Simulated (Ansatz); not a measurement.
**Y under changes of volume**

One of the cells (33.569 Å³/atom); the others are scaled copies at fixed shape and fractional positions:

```
CELL_PARAMETERS angstrom
1.82539 1.05389 8.72495
-1.82539 1.05389 8.72495
0.00000 -2.10777 8.72495
ATOMIC_POSITIONS crystal
Y 0.77888 0.77888 0.77888
Y 0.22112 0.22112 0.22112
Y 0.00000 0.00000 0.00000
```

This isn't the form of Y at room conditions, which is hcp.

| Item | Value |
| --- | --- |
| Program | Ansatz 0.2.0 |
| Functional | PBE |
| Potentials or basis | Ansatz PAW |
| Cutoff | 420 eV (not typed: the program's choice for these potentials) |
| k mesh | 9 × 9 × 9 |
| Occupations | fermi-dirac, width 0.05 eV |
| Spin | no spin polarisation |

```csv
volume (Å³/atom),energy over the lowest point (meV/atom),pressure (GPa),largest force (eV/Å)
31.555,3.49,1.3,0.116
32.227,0.00,0.5,0.104
32.898,0.10,-0.4,0.092
33.569,3.49,-1.1,0.081
34.241,?,?,?
34.912,19.05,-2.4,0.061
35.583,30.75,-3.0,0.052
```

**Question.** What does the run at 34.241 Å³/atom give?

**Answer.** Energy over the lowest point 9.88 meV/atom; pressure -1.8 GPa; largest force 0.071 eV/Å.

Worked out: A Birch-Murnaghan fit of order 3 (a polynomial in V^(-2/3)) to the other rows has its minimum at 32.54 Å³/atom with B0 = V·E''(V) = 40 GPa and B' = 3.2 at fixed shape and positions, which overstates the stiffness. It gives 9.89 meV/atom at 34.241 Å³/atom, against the run's 9.88, and -dE/dV = -1.9 GPa, against -1.8.

Energies are extrapolated to zero smearing.
